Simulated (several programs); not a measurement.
**PbO (CsCl type) from semi-empirical methods to plane-wave DFT**

PbO in the CsCl structure, relaxed with r2SCAN in Ansatz, was computed with several methods. The symmetry is Pm-3m (No. 221, cubic); a = 3.179 Å in the conventional setting, 16.07 Å³ an atom. Pb is surrounded by 8 O at 2.75 Å; O is surrounded by 8 Pb at 2.75 Å. Values at 0 K without nuclear motion; spin polarisation is off, and the phase may be a hypothetical one.

```
Pb O
1.0
     3.17937    0.00000    0.00000
     0.00000    3.17937    0.00000
     0.00000    0.00000    3.17937
Pb O
1 1
Direct
  0.00000 0.00000 0.00000
  0.50000 0.50000 0.50000
```

Gaps and times are for a single point on this cell; volume and bulk modulus come from each method's own relaxation or energy curve at fixed shape. Times are rough, from shared hosts (Arm Neoverse N1; Arm Neoverse V2), and each method has its own mesh and cell size. A star marks a curve whose lowest point is an end point. PM6 (MOPAC), PM7 (MOPAC), GFN1-xTB (tblite), GFN2-xTB (tblite) treat a cluster of cells at its zone centre, which samples few k points: where these miss a band edge, the gap comes out too large for that reason alone. Gaps from k meshes are read at a limited set of points (mesh, symmetry points, PBE's band edges), so each method's own least gap may be somewhat smaller. xTB and the PM methods were fitted mostly to molecules, and can miss a solid's gap by electronvolts. Minimal bases can be far off for gaps. Times of the plane-wave ladder aren't listed, since it ran on unlike processors and cards. d marks a direct gap, i an indirect one (no mark: not told apart), a dash a value that wasn't computed or didn't pass its checks.

| method | kind | gap (eV) | own volume (Å³/atom) | bulk modulus (GPa) | atoms computed | processor time |
| --- | --- | --- | --- | --- | --- | --- |
| PBEsol | semilocal | – | 15.76 | – | 2 | – |
| light PBE (260 eV and a coarse mesh) | light plane-wave | 0.05 d | – | – | 2 | 0.55 s |
| GFN1-xTB (tblite) | tight binding | 3.68 | 15.49 | 156 | cluster | 1 s |
| PBE | semilocal | 0.03 d | 16.61 | 93 | 2 | – |
| PM7 (MOPAC) | semi-empirical | 7.89 | – | – | cluster | 2.1 s |
| PM6 (MOPAC) | semi-empirical | 7.93 | – | – | cluster | 2.1 s |
| LDA | semilocal | 0.04 d | 15.25 | – | 2 | – |
| r2SCAN | semilocal | 0.12 i | 16.07 | 107 | 2 | – |
| GFN2-xTB (tblite) | tight binding | 2.50 | 16.02 | 104 | cluster | 3.1 s |
| PBE/SZV (CP2K) | small basis | overlap 0.19 | 17.74* | 85* | 2 | 4 s |
| PBE/single zeta (GPAW) | small basis | overlap 0.25 | – | – | 2 | 6.1 s |
| PBE/DZVP (CP2K) | small basis | 0.11 d | 16.82 | 92 | 2 | 7.9 s |
| PBE+SOC | semilocal | overlap 0.76 | – | – | 2 | – |
| PBE0 | hybrid | 0.55 d | – | – | 2 | – |
| HSE06 | hybrid | 0.14 i | 15.94 | – | 2 | – |

Against HSE06 (0.14 eV) and with closed or daggered gaps left aside, the nearest gap at the points sampled is that of r2SCAN (-0.02 eV) and the farthest that of PM6 (MOPAC) (+7.79 eV). HSE06 is only a yardstick of convenience, and nearness to it can be luck.

Volumes against r2SCAN's: PBEsol -1.9 %, GFN1-xTB (tblite) -3.6 %, PBE +3.4 %, LDA -5.1 %, GFN2-xTB (tblite) -0.3 %, PBE/DZVP (CP2K) +4.6 %, HSE06 -0.8 %.

Only the rows marked +SOC include spin-orbit coupling.
